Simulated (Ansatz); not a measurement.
# AgCl: energy along a strain

AgCl, Fm-3m, a = 5.546 Å (as given, not relaxed at this level: 1.6 GPa). Ansatz: PBE, PAW, 420 eV, Γ-centred 8×8×8 mesh on 2 atoms, Gaussian smearing 0.05 eV; no spin polarisation. Cell vectors (Å): 0.000 2.773 2.773; 2.773 0.000 2.773; 2.773 2.773 0.000. The cell is strained by x per cent times the pattern (0 0 0 1 0 0) in the order xx yy zz yz xz xy (engineering shears), with fractional coordinates held. y is the free energy over the start, V0 = 21.327 Å³/atom. Symmetry makes y even in x.

| x (%) | y (meV/atom) |
| --- | --- |
| -4.00 | 0.65 |
| -2.00 | 0.16 |
| 0.00 | 0.00 |
| 0.50 | 0.01 |
| 1.00 | 0.04 |
| 1.50 | ? |
| 2.50 | 0.25 |
| 3.00 | 0.37 |
| 3.50 | 0.50 |

**Question.** Fit y = c2 x² + c4 x⁴ to the other rows, get the stiffness along the pattern, and predict the missing energy.

**Answer.** Least squares on the rows shown. y = 0.04052 x² + 1.292×10⁻⁵ x⁴. The clamped-ion stiffness p·C·p = 2 × 0.4052 eV × 160.2 / 21.327 Å³ = 6.1 GPa, which is C44 in these axes (second derivative at the start, which stands under stress). With a term in x⁶ added, the coefficient of x² becomes 0.03856, 5 % less, which shows how far this figure hangs on the form. At x = 1.50 the fit asked for gives 0.09 meV/atom. The run gave 0.09 meV/atom, the same to the digits shown.